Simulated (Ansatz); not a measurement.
**MnO: equation of state with LDA**

The system is MnO.

```xyz
4
Lattice="3.3717 0.0000 0.0000 -1.6859 2.9200 0.0000 0.0000 0.0000 5.3855" Properties=species:S:1:pos:R:3 pbc="T T T"
Mn    1.6859    0.9733    2.7518
Mn    0.0000    1.9467    0.0590
O     1.6859    0.9733    4.7148
O     0.0000    1.9467    2.0221
```

Measurements of this composition are mostly on another form, of space group No. 225.

```json
{
 "Program": "Ansatz 0.2.0",
 "Task": "equation of state",
 "Functional": "LDA",
 "Potentials or basis": "Ansatz PAW",
 "Cutoff": "420 eV",
 "Density cutoff": "1680 eV",
 "k mesh": "9 × 9 × 5",
 "Occupations": "fermi-dirac, width 0.05 eV",
 "Spin": "collinear spin, ferromagnetic start",
 "Starting moments": "[4.0, 4.0, 0.0, 0.0] μB"
}
```

* Equilibrium volume: 12.54 Å³/atom (rough: see the caveat)
* Bulk modulus at fixed shape and positions: 78 GPa (rough)

Energy against volume, from the lowest point:
```
volume (Å³/atom)  energy (meV/atom)
          12.460               0.00
          12.725               0.65
          12.990               4.10
          13.255              10.52
          13.521              20.11
          13.786              32.79
          14.051              48.50
```

All runs of the series together: 69 s on 2 threads of Arm Neoverse V1 (shared host).

Caveat: the fit is doubtful: noisy points or a state that changes with volume; the cell was scaled at fixed shape and fractional positions, which overstates the stiffness of a crystal with free parameters, most of all of layers and chains.
